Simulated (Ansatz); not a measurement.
## C under changes of volume

One of the cells (5.672 Å³/atom); the others are scaled copies at fixed shape and fractional positions:

```xyz
2
Lattice="0.0000 1.7834 1.7834 1.7834 0.0000 1.7834 1.7834 1.7834 0.0000" Properties=species:S:1:pos:R:3 pbc="T T T"
C     2.6751    2.6751    2.6751
C     1.7834    1.7834    1.7834
```

This isn't the form of C at room conditions, which is graphite.

```yaml
Program: Ansatz 0.2.0
Functional: LDA
Potentials_or_basis: Ansatz PAW
Cutoff: "420 eV (not typed: the program's choice for these potentials)"
k_mesh: 13 × 13 × 13
Occupations: gaussian, width 0.05 eV
Spin: no spin polarisation
```

```csv
volume (Å³/atom),energy over the lowest point (meV/atom),pressure (GPa),gap on the mesh (eV)
5.332,7.82,16.0,4.26
5.445,0.29,5.3,4.21
5.558,0.00,-4.3,4.16
5.672,?,?,?
5.785,18.31,-21.1,4.07
5.899,35.84,-28.3,4.03
6.012,58.29,-34.9,3.98
```

Problem. What does the run at 5.672 Å³/atom give?

Solution. Energy over the lowest point 6.16 meV/atom; pressure -13.1 GPa; gap on the mesh 4.11 eV.

Worked out: A Birch-Murnaghan fit of order 3 (a polynomial in V^(-2/3)) to the other rows has its minimum at 5.51 Å³/atom with B0 = V·E''(V) = 467 GPa and B' = 3.6. It gives 6.19 meV/atom at 5.672 Å³/atom, against the run's 6.16, and -dE/dV = -13.1 GPa, against -13.1. A straight line through the other rows of the gap, of slope -2.3 eV per unit of ln V, gives 4.12 eV, against the run's 4.11.

Energies are extrapolated to zero smearing.

Caveats: odd divisions of the mesh miss points on the zone boundary, where band edges often lie, so the gap on the mesh can be too wide; the PAW data sets come from PBE, with cores solved anew for the run's functional, which leaves a small shift of forces and pressure.

A mesh can miss the band edges.
